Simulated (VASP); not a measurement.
Set up this calculation in VASP 6.6.1, as the native input.

* Task: band structure
* Functional: r2SCAN0
* Potentials or basis: VASP PAW PBE potentials, release 64 (N, B)
* Cutoff: 520 eV
* k mesh: 6 × 6 × 6
* Occupations: fermi-dirac, width 0.05 eV
* Spin: no spin polarisation
* Grid for exact exchange (PRECFOCK): Fast
* Exchange at q = 0: truncated
* Further INCAR settings: ALGO = Normal; EDIFF = 1e-06

BN:

```xyz
2
Lattice="1.2511 0.7223 3.3729 -1.2511 0.7223 3.3729 0.0000 -1.4447 3.3729" Properties=species:S:1:pos:R:3 pbc="T T T"
N     0.0000    0.0000    6.7517
B     0.0000    0.0000    0.0033
```

The cell is a database's computed one.

One way to write it, as run:

POSCAR

```
BN
1.0
    1.2511217832      0.7223354983      3.3729344033
   -1.2511217832      0.7223354983      3.3729344033
    0.0000000000     -1.4446709966      3.3729344033
N B
1 1
Direct
    0.6672382000      0.6672382000      0.6672382000
    0.0003288000      0.0003288000      0.0003288000
```

INCAR.step1

```
SYSTEM = BN
PREC     = Accurate       ! precision mode
ENCUT    = 520            ! plane-wave cutoff, eV
EDIFF    = 1E-5           ! SCF threshold, eV
ISMEAR   = -1             ! smearing method
SIGMA    = 0.05           ! smearing width, eV
LREAL    = .FALSE.        ! projectors in reciprocal space
LASPH    = .TRUE.         ! aspherical terms in the spheres
NELM     = 100            ! most SCF steps
ALGO     = Normal         ! electronic algorithm
ISIF     = 2              ! what is computed and relaxed
LWAVE    = .TRUE.         ! write WAVECAR
LCHARG   = .FALSE.        ! write CHGCAR
GGA      = PE             ! functional
```

INCAR.step2

```
SYSTEM = BN
PREC     = Accurate       ! precision mode
ENCUT    = 520            ! plane-wave cutoff, eV
EDIFF    = 1E-6           ! SCF threshold, eV
ISMEAR   = -1             ! smearing method
SIGMA    = 0.05           ! smearing width, eV
LREAL    = .FALSE.        ! projectors in reciprocal space
LASPH    = .TRUE.         ! aspherical terms in the spheres
NELM     = 100            ! most SCF steps
ALGO     = Normal         ! electronic algorithm
ISIF     = 2              ! what is computed and relaxed
LWAVE    = .FALSE.        ! write WAVECAR
LCHARG   = .FALSE.        ! write CHGCAR
METAGGA  = R2SCAN         ! meta-GGA
LHFCALC  = .TRUE.         ! exact exchange
AEXX     = 0.25           ! exact-exchange fraction
LMIXTAU  = .TRUE.       
PRECFOCK = Fast         
HFRCUT   = -1           
ISTART   = 1
```

KPOINTS

```
regular mesh
0
G
  6 6 6
  0 0 0
```

KPOINTS_OPT

```
path GLB1,BZGX,QFP1Z,LP
12
line-mode
reciprocal
 0.0000000000  0.0000000000  0.0000000000  G
 0.5000000000  0.0000000000  0.0000000000  L

 0.5000000000  0.0000000000  0.0000000000  L
 0.5000000000  0.1972419765 -0.1972419765  B1

 0.8027580235  0.5000000000  0.1972419765  B
 0.5000000000  0.5000000000  0.5000000000  Z

 0.5000000000  0.5000000000  0.5000000000  Z
 0.0000000000  0.0000000000  0.0000000000  G

 0.0000000000  0.0000000000  0.0000000000  G
 0.3486209883  0.0000000000 -0.3486209883  X

 0.6513790117  0.3486209883  0.0000000000  Q
 0.5000000000  0.5000000000  0.0000000000  F

 0.5000000000  0.5000000000  0.0000000000  F
 0.6513790117  0.6513790117  0.1972419765  P1

 0.6513790117  0.6513790117  0.1972419765  P1
 0.5000000000  0.5000000000  0.5000000000  Z

 0.5000000000  0.0000000000  0.0000000000  L
 0.8027580235  0.3486209883  0.3486209883  P
```

Potentials or basis: VASP PAW PBE potentials, release 64 (N, B).

Launch:

```console
$ cat potpaw_PBE.64/N/POTCAR potpaw_PBE.64/B/POTCAR > POTCAR
$ cp INCAR.step1 INCAR
$ mpirun -np 1 vasp_std > vasp.out
$ cp INCAR.step2 INCAR
$ mpirun -np 1 vasp_std > vasp.out
```

Results of the run:

- Pressure: -3.3 GPa
- Largest force: 0.010 eV/Å
- Band gap on the k mesh: 6.68 eV, indirect (least direct gap 7.34 eV)
- Band gap along the path: 6.62 eV, indirect (least direct gap 7.35 eV)

Caveat: the k mesh is coarse (spacing up to 0.49 Å⁻¹), so the values aren't converged, least of all with exact exchange; the PAW data sets were made with another functional, which shifts forces and pressure a little.

It took 8.1 min on 1 thread of Intel(R) Xeon(R) Platinum 8488C (Sapphire Rapids) (shared host), peak memory 0.17 GiB.
